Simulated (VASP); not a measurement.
Wanted: the native input for a VASP 6.6.1 run.

- Task: relaxation of the atoms
- Functional: PBEsol
- Potentials or basis: VASP PAW PBE potentials, release 64 (As, Pt)
- Cutoff: 600 eV
- k mesh: 6 × 6 × 6
- Occupations: gaussian, width 0.03 eV
- Spin: no spin polarisation
- Further INCAR settings: ALGO = Normal; EDIFF = 1e-07; IBRION = 2; EDIFFG = -0.01; NSW = 40

The structure of As2Pt (Sperrylite) lies in POSCAR:

```
As2Pt                                   
1.0
    6.1002353506      0.0000000000      0.0000000000
    0.0000000000      6.1002353506      0.0000000000
    0.0000000000      0.0000000000      6.1002353506
  As              Pt            
     8     4
Direct
     0.3828931724908671    0.3828931724908671    0.3828931724908671
     0.1171068275091329    0.6171068275091329    0.8828931724908671
     0.8828931724908671    0.1171068275091329    0.6171068275091329
     0.6171068275091329    0.8828931724908671    0.1171068275091329
     0.6171068275091329    0.6171068275091329    0.6171068275091329
     0.8828931724908671    0.3828931724908671    0.1171068275091329
     0.1171068275091329    0.8828931724908671    0.3828931724908671
     0.3828931724908671    0.1171068275091329    0.8828931724908671
     0.0000000000000000    0.0000000000000000    0.0000000000000000
     0.5000000000000000    0.0000000000000000    0.5000000000000000
     0.5000000000000000    0.5000000000000000    0.0000000000000000
     0.0000000000000000    0.5000000000000000    0.5000000000000000
```

The cell isn't the ideal one: a relaxed cell with its volume scaled by 1.06.

One way to write it, as run:

INCAR

```
PREC = Accurate ; ENCUT = 600
EDIFF = 1E-7 ; ISMEAR = 0
SIGMA = 0.03 ; LREAL = F
LASPH = T ; NELM = 80
ALGO = Normal ; ISIF = 2
LWAVE = F ; LCHARG = F
GGA = PS ; IBRION = 2
NSW = 40 ; EDIFFG = -0.01
KPAR = 4
```

KPOINTS

```
Automatic mesh
0
Gamma
  6 6 6
```

Potentials or basis: VASP PAW PBE potentials, release 64 (As, Pt).

Command:

```sh
$ cat potpaw_PBE.64/As/POTCAR potpaw_PBE.64/Pt/POTCAR > POTCAR
$ mpirun -np 4 vasp_std > vasp.out
```

It gave:

| Item | Value |
| --- | --- |
| Energy gained by relaxing | 0.1 meV/atom |
| Ionic steps | 3 |
| Pressure after relaxing | -7.8 GPa |
| Band gap on the k mesh | 0.02 eV, indirect (least direct gap 0.67 eV) |

Caveat: the PAW data sets were made with another functional, which shifts forces and pressure a little; spin-orbit coupling is left out, which moves the levels of the heavy elements.

Wall time 94 s on 4 MPI ranks on Intel(R) Xeon(R) 6975P-C (Granite Rapids) (shared host), peak memory 0.52 GiB a rank.
